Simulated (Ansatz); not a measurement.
**LDA, PBE, PBEsol and r²SCAN on Bi**

```yaml
crystal:
  lattice:
    - [4.53900, 0.00000, 0.00000]
    - [-2.26950, 3.93089, 0.00000]
    - [0.00000, 0.00000, 11.82900]
  atoms:
    - { symbol: Bi, position: [0.33333, 0.66667, 0.25000] }
    - { symbol: Bi, position: [0.66667, 0.33333, 0.75000] }
```

Atom numbers follow the list: Bi1, Bi2.

Conventional cell: a = 4.539 Å, b = 4.539 Å, c = 11.829 Å, α = 90.00°, β = 90.00°, γ = 120.00°.

The geometry is COD entry 9011614, unchecked; take it as a test cell.

Spin–orbit coupling is left out, though it moves levels of the heavy atoms by tenths of an eV or more.

One fixed cell is solved with several functionals by PAW with the default files in Ansatz 0.2.0, scalar-relativistically. A positive pressure means that the functional wants a larger cell.

The PAW files were made with PBE; their cores are remade for each functional.

Settings: a Γ-centred 9×9×3 k mesh, Fermi–Dirac smearing of 0.03 eV, cutoff 420 eV, no spin polarisation.

Cutoffs: PBE 420 eV, LDA 420 eV, PBEsol 420 eV, r²SCAN 500 eV.

| setting | P (GPa) | lowest level at Γ above −25 eV, from the valence-band top or, without a gap, the Fermi level (eV) |
| --- | --- | --- |
| PBE | -3.27 | -22.82 |
| LDA | ? | -22.71 |
| PBEsol | -3.54 | -22.78 |
| r²SCAN | -3.53 | ? |

Give the missing entry: row "r²SCAN", column "lowest level at Γ above −25 eV, from the valence-band top or, without a gap, the Fermi level (eV)".

-23.56.

Fill in "P (GPa)" for the row "LDA".

-3.68.
